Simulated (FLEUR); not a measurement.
Crystal: AgCl (Chlorargyrite).

```xyz
2
Lattice="0.0000 2.7350 2.7350 2.7350 0.0000 2.7350 2.7350 2.7350 0.0000" Properties=species:S:1:pos:R:3 pbc="T T T"
Ag    0.0000    0.0000    0.0000
Cl    2.7350    2.7350    2.7350
```

Base run:

| Item | Value |
| --- | --- |
| Program | FLEUR MaX-R8.1 (later development tree) |
| Functional | LDA |
| Potentials or basis | all-electron |
| Basis | FLAPW |
| Kmax | 4.78 1/bohr |
| k mesh | 8 × 8 × 8 |
| Occupations | fermi-dirac, width 0.05 eV |
| Spin | no spin polarisation |

Its results: band gap on the k mesh 0.62 eV, indirect (least direct gap 3.09 eV).

Task: The run is repeated on the same cell with these changes: functional from LDA to BLYP. What comes out?

Result: Band gap on the k mesh 0.96 eV, indirect (least direct gap 3.36 eV).
